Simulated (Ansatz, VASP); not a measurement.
Two plane-wave programs on SiC

```xyz
2
Lattice="2.8632 0.0000 0.0000 -1.4316 2.4796 0.0000 0.0000 0.0000 2.5713" Properties=species:S:1:pos:R:3 pbc="T T T"
Si    1.4316    0.8265    1.2856
C     0.0000    1.6531    0.0000
```

Alike in both runs: functional PBE; k mesh 24 × 24 × 22; occupations gaussian, width 0.1 eV; no spin polarisation.

Ansatz relaxed the structure, and its values are those at the end. VASP's run is a single point on that final structure, the one shown.

```csv
,VASP,Ansatz
version,VASP 6.6.1,Ansatz 0.2.0
potentials or method,"VASP PAW PBE potentials, release 64 (Si, C)","scalar-relativistic, plane waves, PAW"
plane-wave cutoff (eV),520,420
valence electrons in the cell,8,8
```

Ansatz gave:

| Item | Value |
| --- | --- |
| gap on the k mesh at the Fermi level (eV) | none |
| pressure (GPa) | 0.0 |

Q: What did VASP give for the same quantities?

A: gap on the k mesh at the Fermi level (eV): none; pressure (GPa): 0.1.

A gap of «none» marks a metal or a gap that the smearing closes.
